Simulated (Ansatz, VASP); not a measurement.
# AlN: VASP beside Ansatz

```
CELL_PARAMETERS angstrom
0.00000 2.23461 2.26763
2.23461 0.00000 2.26763
2.23461 2.23461 0.00000
ATOMIC_POSITIONS crystal
Al 0.00000 0.00000 0.00000
N 0.75000 0.75000 0.75000
```

Change from the starting cell: strain +0.015 along x and y, +0.030 along z, atoms carried along.

Alike in both runs: task single point; functional PBE; k mesh 10 × 10 × 10; occupations gaussian, width 0.05 eV; no spin polarisation.

|  | VASP | Ansatz |
| --- | --- | --- |
| version | VASP 6.6.1 | Ansatz 0.2.0 |
| potentials or method | VASP PAW PBE potentials, release 64 (Al, N) | scalar-relativistic, plane waves, PAW |
| plane-wave cutoff (eV) | 520 | 420 |
| valence electrons in the cell | 8 | 8 |

|  | VASP | Ansatz | Ansatz less VASP |
| --- | --- | --- | --- |
| gap on the k mesh at the Fermi level (eV) | 3.23 | 3.24 | +0.006 |
| least direct gap on the mesh (eV) | 3.46 | 3.45 | -0.006 |
| pressure (GPa) | -10.5 | -10.2 | +0.28 |
| largest component of the traceless stress (GPa) | 1.40 | 1.39 | -0.006 |

With one functional, cell and mesh, what is left measures potentials, basis and numerics.

A k mesh can miss the band edges.
